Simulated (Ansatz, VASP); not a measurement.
As: VASP beside Ansatz

```xyz
4
Lattice="2.8938 0.0000 0.0000 -1.4469 2.5061 0.0000 0.0000 0.0000 9.7537" Properties=species:S:1:pos:R:3 pbc="T T T"
As    0.0000    0.0000    9.7537
As    0.0000    0.0000    4.8768
As    0.0000    1.6707    2.4384
As    1.4469    0.8354    7.3152
```

Alike in both runs: task single point; functional PBEsol; k mesh 14 × 14 × 4; occupations fermi-dirac, width 0.1 eV; no spin polarisation.

|  | VASP | Ansatz |
| --- | --- | --- |
| version | VASP 6.6.1 | Ansatz 0.2.0 |
| potentials or method | VASP PAW PBE potentials, release 64 (As) | plane waves (420 eV) with PAW, scalar-relativistic |
| plane-wave cutoff (eV) | 520 | 420 |
| valence electrons in the cell | 20 | 60 |

|  | VASP | Ansatz | Ansatz less VASP |
| --- | --- | --- | --- |
| pressure (GPa) | 4.2 | 3.9 | -0.29 |
| largest component of the traceless stress (GPa) | 0.58 | 0.60 | +0.020 |

With one functional, cell and mesh, what is left measures potentials, basis and numerics. The two sets of potentials don't hold the same shells in valence. Ansatz warned: «pseudo_functional_mismatch».

Caveats: the PAW data sets were made with another functional, which shifts forces and pressure a little (VASP).
